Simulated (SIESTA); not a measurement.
## ZrN under changes of volume

One of the cells (12.410 Å³/atom); the others are scaled copies at fixed shape and fractional positions:

```xyz
2
Lattice="0.0000 2.3152 2.3152 2.3152 0.0000 2.3152 2.3152 2.3152 0.0000" Properties=species:S:1:pos:R:3 pbc="T T T"
Zr    2.3152    2.3152    2.3152
N     0.0000    0.0000    0.0000
```

- Program: SIESTA 5.4.2
- Functional: PBE
- Potentials or basis: PseudoDojo 0.4 standard (PBE files)
- Basis: DZP (energy shift 0.003 Ry; two zetas on semicore shells)
- Grid cutoff: 800 Ry
- Energy shift: 0.003 Ry
- k mesh: 10 × 10 × 10
- Occupations: fermi-dirac, width 0.05 eV
- Spin: no spin polarisation

| volume (Å³/atom) | energy over the lowest point (meV/atom) | pressure (GPa) |
| --- | --- | --- |
| 11.437 | ? | ? |
| 11.680 | 26.03 | 14.4 |
| 11.924 | 8.93 | 8.3 |
| 12.410 | 0.00 | -2.0 |
| 12.654 | 6.49 | -6.5 |
| 12.897 | 19.38 | -10.4 |

Question: What does the run at 11.437 Å³/atom give?

Answer: Energy over the lowest point 52.74 meV/atom; pressure 21.0 GPa.

Worked out: A Birch-Murnaghan fit of order 3 (a polynomial in V^(-2/3)) to the other rows has its minimum at 12.31 Å³/atom with B0 = V·E''(V) = 246 GPa and B' = 4.1. It gives 52.63 meV/atom at 11.437 Å³/atom, against the run's 52.74, and -dE/dV = 20.9 GPa, against 21.0.

Energies are extrapolated to zero smearing.

Caveats: the basis of atomic orbitals isn't converged, which shifts pressures, moduli and gaps.
